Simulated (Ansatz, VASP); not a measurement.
# CaS3: VASP beside Ansatz

File INCAR:

```
  PREC = Accurate
  ENCUT = 600
  EDIFF = 1E-6
  ISMEAR = 0
  SIGMA = 0.1
  LREAL = F
  LASPH = T
  NELM = 100
  ALGO = Normal
  ISIF = 3
  LWAVE = F
  LCHARG = F
  GGA = PE
  IBRION = 2
  NSW = 100
  EDIFFG = -0.01
```

KPOINTS

```
Automatic mesh
0
Gamma
  10 10 14
```

POSCAR

```
CaS3
1.0
    4.6229978555      0.0000000000      0.0000000000
    0.0000000000      4.6229978555      0.0000000000
    0.0000000000      0.0000000000      3.5079456001
Ca S
1 3
Direct
    0.0000000000      0.0000000000      0.0000000000
    0.5000000000      0.5000000000      0.0000000000
    0.0000000000      0.5000000000      0.5000000000
    0.5000000000      0.0000000000      0.5000000000
```

Input for Ansatz:

```yaml
crystal:
  lattice:
    - [4.6229978555, 0.0, 0.0]
    - [0.0, 4.6229978555, 0.0]
    - [0.0, 0.0, 3.5079456001]
  atoms:
    - { symbol: Ca, position: [0.0, 0.0, 0.0] }
    - { symbol: S, position: [0.5, 0.5, 0.0] }
    - { symbol: S, position: [0.0, 0.5, 0.5] }
    - { symbol: S, position: [0.5, 0.0, 0.5] }
basis:
  ecutwfc: 420
kpoints:
  mp_grid: { grid: [10, 10, 14] }
hamiltonian:
  xc: pbe
scf:
  occupations: { method: gaussian, width: 0.1 }
output:
  forces: true
  stress: true
  eigenvalues: true
  write_density: true
  write_potential: true
  elf: true
  volumetric_format: npy
relax:
  adjacent_minimum: "off"
  f_tol: 0.01
  max_steps: 80
  cell: { stress_tol: 0.05 }
```

Change from the starting cell: species swapped into the Zr3Ag type (P4/mmm, No. 123).

Alike in both runs: task relaxation of cell and atoms; functional PBE; k mesh 10 × 10 × 14; occupations gaussian, width 0.1 eV; no spin polarisation.

|  | VASP | Ansatz |
| --- | --- | --- |
| version | VASP 6.6.1 | Ansatz 0.2.0 |
| potentials or method | VASP PAW PBE potentials, release 64 (Ca_sv, S) | scalar-relativistic, plane waves, PAW |
| plane-wave cutoff (eV) | 600 | 420 |
| valence electrons in the cell | 28 | 28 |

|  | VASP | Ansatz | Ansatz less VASP |
| --- | --- | --- | --- |
| gap on the k mesh at the Fermi level, each at its own relaxed structure (eV) | none | none | - |
| relaxed volume (Å³/atom) | 18.86 | 18.82 | -0.036 |
| relaxed cell length with the largest relative difference (Å) | 3.552 | 3.549 | -0.0030 |

A gap of «none» marks a metal or a gap that the smearing closes.
